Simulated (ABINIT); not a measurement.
**CuO in ABINIT: convergence with k mesh**

Crystal: CuO.

```
Cu O
1.0
     3.17550    0.00000    0.00000
     0.00000    3.17550    0.00000
     0.00000    0.00000    4.64953
Cu O
2 2
Direct
  0.99804 0.00095 0.99545
  0.49965 0.50733 0.00178
  0.50550 0.99608 0.26765
  0.99782 0.50034 0.72497
```

The cell was built by a generator and needn't be a form met in nature.

The cell isn't the ideal one: atoms moved at random, drawn with an rms of 0.05 Å.

| Property | Result |
| --- | --- |
| Program | ABINIT 10.8.3 (patched build) |
| Task | single point |
| Functional | PBE |
| Potentials or basis | SPMS NC PBE v1.0 |
| Cutoff | 1088 eV |
| k mesh | 1 × 1 × 1 |
| Occupations | gaussian, width 0.1 eV |
| Spin | no spin polarisation |

These are the settings of the first run; the series varies k mesh, with any setting tied to it.

Hardware: Arm Neoverse V2, on a shared host.

**Question.** The values tried are 1 × 1 × 1, 2 × 2 × 1, 2 × 2 × 2, 3 × 3 × 2, 4 × 4 × 3, 4 × 4 × 4, 5 × 5 × 4, 6 × 6 × 5, 8 × 8 × 6, loosest first. From which on does the energy stay within 1 meV/atom of the tightest run that finished?

**Answer.** From 4 × 4 × 3 on.

| k mesh | energy less the tightest run, at zero smearing (meV/atom) | pressure (GPa) | largest force (eV/Å) | SCF cycles | CPU time (s) |
| --- | --- | --- | --- | --- | --- |
| 1 × 1 × 1 | 1491.03 | 40.12 | 1.737 | 28 | 4.9 |
| 2 × 2 × 1 | 68.05 | 16.23 | 1.202 | 24 | 19 |
| 2 × 2 × 2 | 52.03 | 16.29 | 1.409 | 21 | 29 |
| 3 × 3 × 2 | -4.07 | 15.64 | 1.258 | 20 | 73 |
| 4 × 4 × 3 | -0.12 | 15.74 | 1.177 | 20 | 160 |
| 4 × 4 × 4 | -0.36 | 15.73 | 1.179 | 20 | 200 |
| 5 × 5 × 4 | 0.07 | 15.70 | 1.162 | 19 | 290 |
| 6 × 6 × 5 | 0.29 | 15.71 | 1.168 | 20 | 530 |
| 8 × 8 × 6 | 0.00 | 15.71 | 1.174 | 19 | 1100 |

Against the tightest run, the pressure stays within 0.1 GPa from 3 × 3 × 2 on. Not settled before the last step: the largest force (to 0.005 eV/Å). Meshes of other sizes hit other points, so gaps and Fermi surfaces needn't settle smoothly. The tightest run that finished is the yardstick and may itself not be fully converged.

Caveat, for the tightest run too: the run has no spin polarisation, though such a crystal can be magnetic; semilocal functionals often make such compounds metallic where correlation or magnetic order opens a gap, which also shifts bond lengths.
